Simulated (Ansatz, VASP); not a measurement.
Two plane-wave programs on PbSe

```
Pb Se
1.0
     0.00000    3.08352    3.03449
     3.08352    0.00000    3.03449
     3.08352    3.08352    0.00000
Pb Se
1 1
Direct
  0.00000 0.00000 0.00000
  0.50000 0.50000 0.50000
```

Alike in both runs: task single point; functional PBE; dispersion D3(BJ); k mesh 10 × 10 × 10; occupations gaussian, width 0.03 eV; no spin polarisation.

|  | VASP | Ansatz |
| --- | --- | --- |
| version | VASP 6.6.1 | Ansatz 0.2.0 |
| potentials or method | VASP PAW PBE potentials, release 64 (Pb_d, Se) | scalar-relativistic, plane waves, PAW |
| plane-wave cutoff (eV) | 520 | 420 |
| valence electrons in the cell | 20 | 30 |

```csv
,VASP,Ansatz,Ansatz less VASP
gap on the k mesh at the Fermi level (eV),0.30,0.30,-0.005
least direct gap on the mesh (eV),0.30,0.30,-0.005
pressure (GPa),0.0,0.0,+0.02
largest component of the traceless stress (GPa),1.38,1.38,-0.004
```

With one functional, cell and mesh, what is left measures potentials, basis and numerics. The two sets of potentials don't hold the same shells in valence.

Caveats: spin-orbit coupling is left out, which as a rule narrows the gap of such compounds by several tenths of an eV. A k mesh can miss the band edges.
